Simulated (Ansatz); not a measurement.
Ge in Ansatz: convergence with smearing width

Input of the first run (smearing width 0.3 eV); the others differ in this setting and in those tied to it:

input.yaml

```yaml
crystal:
  lattice:
    - [-2.495898, 2.650863, 1.436947]
    - [2.495898, -2.650863, 1.436947]
    - [2.495898, 2.650863, -1.436947]
  atoms:
    - { symbol: Ge, position: [0.298396, 0.037242, 0.239335] }
    - { symbol: Ge, position: [0.694525, 0.947546, 0.753839] }
hamiltonian:
  xc: r2scan
  pseudopotentials: { kind: nc, source: spms }
kpoints:
  mp_grid: { grid: [8, 8, 5] }
scf:
  occupations: { method: cold, width: 0.3 }
output:
  forces: true
  stress: true
  eigenvalues: true
```

Potentials or basis: SPMS NC.

Run with:

```console
$ ansatz run input.yaml --threads 2 --pin off --max-ram 5632MiB --backend cpu --events-out ev --progress --plain --runs-dir out
```

The cell isn't the ideal one: atoms moved at random, drawn with an rms of 0.05 Å.

This isn't the form of Ge at room conditions, which is diamond.

Hardware: 2 threads of Arm Neoverse V2, with other jobs on the host.

```csv
smearing width,"energy less the tightest run, at zero smearing (meV/atom)",pressure (GPa),largest force (eV/Å),gap on the mesh (eV),SCF cycles,CPU time (s),peak memory (GiB)
0.3 eV,0.34,-2.04,0.063,0.000,7,19,0.53
0.2 eV,0.12,-2.00,0.050,0.000,7,19,0.53
0.15 eV,0.15,-1.97,0.041,0.000,7,19,0.53
0.1 eV,0.15,-1.94,0.032,0.000,7,19,0.53
0.05 eV,0.06,-1.96,0.029,0.000,7,21,0.53
0.025 eV,0.01,-1.95,0.033,0.000,7,22,0.52
0.01 eV,0.00,-1.94,0.036,0.065,7,22,0.53
0.005 eV,0.00,-1.94,0.036,0.065,7,22,0.53
```

Against the tightest run, the energy stays within 1 meV/atom from 0.3 eV on; the pressure stays within 0.1 GPa from 0.3 eV on; the largest force stays within 0.005 eV/Å from 0.025 eV on; the gap on the mesh stays within 0.01 eV from 0.01 eV on. The tightest run that finished is the yardstick and may itself not be fully converged.

Caveat, for the tightest run too: the meta-GGA runs on potentials made for a GGA; odd divisions of the mesh miss points on the zone boundary, where band edges often lie, so the gap on the mesh can be too wide; the potentials were made for another functional, which shifts forces and pressure.
